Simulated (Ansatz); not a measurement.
Relaxed bulk InP:

```cif
data_structure
_symmetry_space_group_name_H-M 'Fm-3m'
_symmetry_Int_Tables_number 225
_cell_length_a 5.4591
_cell_length_b 5.4591
_cell_length_c 5.4591
_cell_angle_alpha 90.000
_cell_angle_beta 90.000
_cell_angle_gamma 90.000
_cell_volume 162.69
loop_
_atom_site_label
_atom_site_type_symbol
_atom_site_symmetry_multiplicity
_atom_site_Wyckoff_symbol
_atom_site_fract_x
_atom_site_fract_y
_atom_site_fract_z
_atom_site_occupancy
In1 In 4 a 0.00000 0.00000 0.00000 1
P1 P 4 b 0.50000 0.00000 0.00000 1
```

Miller indices refer to the conventional cell of Fm-3m (No. 225), a = 5.459 Å, b = 5.459 Å, c = 5.459 Å, α = 90.00°, β = 90.00°, γ = 90.00°.

The (110) slab of 6 planes, 9.7 Å thick with 15 Å of vacuum as cut; outer planes InP (top) and InP (bottom).

Theory: DFT PBEsol, scalar-relativistic, plane waves, PAW (Ansatz). Settings: cutoff 420 eV, Γ-centred mesh 9×7×1 on the computed 12-atom cell, Gaussian smearing of 0.10 eV; no spin polarisation. A dipole correction removes the field between periodic images along c.

The work function read from the bulk's Fermi level differs by 0.36 eV, so the slab's middle doesn't match the bulk reference (too thin, or relaxed to another structure or magnetic state).

Results for the relaxed slab:

| Quantity | Value |
| --- | --- |
| Surface energy (mean of both faces) | 0.73 J/m² |
| Work function | 4.74 eV |

Relaxation lowers the energy by 0.074 J/m² a face; the largest move is 0.165 Å.

| plane (bottom to top) | atoms | spacing to next, bulk (Å) | relaxed (Å) | change (%) | rumpling (Å) |
| --- | --- | --- | --- | --- | --- |
| 1 | InP | 1.930 | 1.782 | -7.7 | 0.180 |
| 2 | InP | 1.930 | 2.036 | +5.5 | 0.179 |
| 3 | InP | 1.930 | 1.866 | -3.3 | 0.136 |
| 4 | InP | 1.930 | 2.036 | +5.5 | 0.136 |
| 5 | InP | 1.930 | 1.782 | -7.7 | 0.179 |
| 6 | InP |  |  |  | 0.180 |

The reference crystal is the rock-salt form of InP, which isn't its usual structure.